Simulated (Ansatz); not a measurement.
Space group P6_3/mmc (No. 194). a = 2.506 Å, b = 2.506 Å, c = 6.614 Å, α = 90.00°, β = 90.00°, γ = 120.00°
```tsv
atom	site	symmetry	x	y	z
B	2c	-6m2	0.3333	0.6667	0.2500
N	2d	-6m2	0.3333	0.6667	0.7500
```

Equation of state of this BN structure (not necessarily the ground state), with shape and atoms relaxed at each volume where symmetry leaves them free. These are results of DFT PBE+D3(BJ), scalar-relativistic, plane waves, PAW in Ansatz 0.2.0, not measurements.

Cutoff 420 eV; k points 12×12×4 on the computed 4-atom cell (Γ-centred); Gaussian smearing, width 0.02 eV; no spin polarisation.

```csv
V (Å³/atom),E − E(largest V) (meV/atom),P (GPa),gap on mesh (eV)
7.917,12.69,6.58,4.11
8.186,3.73,4.18,4.11
8.456,-1.69,2.34,4.15
8.726,-4.40,0.98,4.21
8.996,-5.18,0.00,4.27
9.266,-4.57,-0.69,4.31
9.536,-3.02,-1.15,4.35
9.896,0.00,-1.50,4.40
```

**Question.** Fit a third-order Birch–Murnaghan equation to E(V).

**Answer.** V0 = 9.00 Å³/atom, B0 = 27 GPa, B0' = 10.8. B0' is unusual or poorly fixed by this range.